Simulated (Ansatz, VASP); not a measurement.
**BeS: VASP beside Ansatz**

Contents of POSCAR:

```
BeS
1.0
    0.0000000000      2.4343066366      2.4343066366
    2.4343066366      0.0000000000      2.4343066366
    2.4343066366      2.4343066366      0.0000000000
Be S
1 1
Direct
    0.0000000000      0.0000000000      0.0000000000
    0.2500000000      0.2500000000      0.2500000000
```

INCAR.step1

```
PREC = Accurate
ENCUT = 520
ISMEAR = 0
SIGMA = 0.01
LREAL = F
LASPH = T
NELM = 80
NBANDS = 11
GGA = PE
ALGO = Normal
EDIFF = 1E-4
LWAVE = T
LCHARG = F
```

The input INCAR.step2:

```
PREC = Accurate
ENCUT = 520
EDIFF = 1E-6
ISMEAR = 0
SIGMA = 0.01
LREAL = F
LASPH = T
NELM = 80
ALGO = Normal
ISIF = 2
LWAVE = F
LCHARG = F
METAGGA = R2SCAN
LMIXTAU = T
NBANDS = 11
ISTART = 1
```

Contents of KPOINTS:

```
regular mesh
0
Gamma
  6 6 6
```

Input for Ansatz:

```yaml
crystal:
  lattice:
    - [0.0, 2.4343066366, 2.4343066366]
    - [2.4343066366, 0.0, 2.4343066366]
    - [2.4343066366, 2.4343066366, 0.0]
  atoms:
    - { symbol: Be, position: [0.0, 0.0, 0.0] }
    - { symbol: S, position: [0.25, 0.25, 0.25] }
kpoints:
  mp_grid: { grid: [6, 6, 6] }
hamiltonian:
  xc: r2scan
scf:
  occupations: { method: fixed }
  n_extra_bands: 4
output:
  forces: true
  stress: true
  eigenvalues: true
```

Alike in both runs: task single point; functional r2SCAN; k mesh 6 × 6 × 6; no spin polarisation.

|  | VASP | Ansatz |
| --- | --- | --- |
| version | VASP 6.6.1 | Ansatz 0.2.0 |
| potentials or method | VASP PAW PBE potentials, release 64 (Be, S) | plane waves, PAW |
| plane-wave cutoff (eV) | 520 | 500 |
| occupations | gaussian, width 0.01 eV | fixed |
| valence electrons in the cell | 8 | 8 |

|  | VASP | Ansatz | Ansatz less VASP |
| --- | --- | --- | --- |
| gap on the k mesh at the Fermi level (eV) | 3.60 | 3.59 | -0.009 |
| pressure (GPa) | 0.3 | 0.0 | -0.27 |

Caveats: the PAW data sets were made with another functional, which shifts forces and pressure a little (VASP). r2SCAN opens gaps a little over a GGA but as a rule still falls short of measured ones. A k mesh can miss the band edges.
